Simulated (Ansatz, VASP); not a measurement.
## NaH in VASP and in Ansatz

INCAR

```
SYSTEM = NaH
ALGO     = Normal         ! electronic algorithm
EDIFF    = 1E-6           ! SCF threshold, eV
ENCUT    = 520            ! plane-wave cutoff, eV
GGA      = PE             ! functional
ISIF     = 2              ! what is computed and relaxed
ISMEAR   = 0              ! smearing method
LASPH    = .True.         ! aspherical terms in the spheres
LCHARG   = .False.        ! write CHGCAR
LREAL    = .False.        ! projectors in reciprocal space
LWAVE    = .False.        ! write WAVECAR
NBANDS   = 11             ! bands
NELM     = 100            ! most SCF steps
PREC     = Accurate       ! precision mode
SIGMA    = 0.05           ! smearing width, eV
```

KPOINTS

```
k-points
0
Gamma
  12 12 12
  0 0 0
```

The input POSCAR:

```
NaH
1.0
    0.0000000000      2.4400000000      2.4400000000
    2.4400000000      0.0000000000      2.4400000000
    2.4400000000      2.4400000000      0.0000000000
Na H
1 1
Direct
    0.0000000000      0.0000000000      0.0000000000
    0.5000000000      0.5000000000      0.5000000000
```

Input for Ansatz:

```yaml
crystal:
  lattice:
    - [0.0, 2.44, 2.44]
    - [2.44, 0.0, 2.44]
    - [2.44, 2.44, 0.0]
  atoms:
    - { symbol: Na, position: [0.0, 0.0, 0.0] }
    - { symbol: H, position: [0.5, 0.5, 0.5] }
basis:
  ecutwfc: 420
  fft_grid_basis: typed
kpoints:
  mp_grid: { grid: [12, 12, 12] }
hamiltonian:
  xc: pbe
scf:
  occupations: { method: gaussian, width: 0.05 }
output:
  forces: true
  stress: true
  eigenvalues: true
  bader: true
  write_density: true
  volumetric_format: npy
  elf: true
```

Alike in both runs: task single point; functional PBE; k mesh 12 × 12 × 12; occupations gaussian, width 0.05 eV; no spin polarisation.

|  | VASP | Ansatz |
| --- | --- | --- |
| version | VASP 6.6.1 | Ansatz 0.2.0 |
| potentials or method | VASP PAW PBE potentials, release 64 (Na_pv, H) | scalar-relativistic, plane waves, PAW |
| plane-wave cutoff (eV) | 520 | 420 |
| valence electrons in the cell | 8 | 10 |

```tsv
	VASP	Ansatz	Ansatz less VASP
gap on the k mesh at the Fermi level (eV)	3.71	3.71	+0.002
pressure (GPa)	-0.7	-0.7	+0.03
```

The two sets of potentials don't hold the same shells in valence.

A k mesh can miss the band edges. As with any semilocal functional, this PBE gap is likely too small.
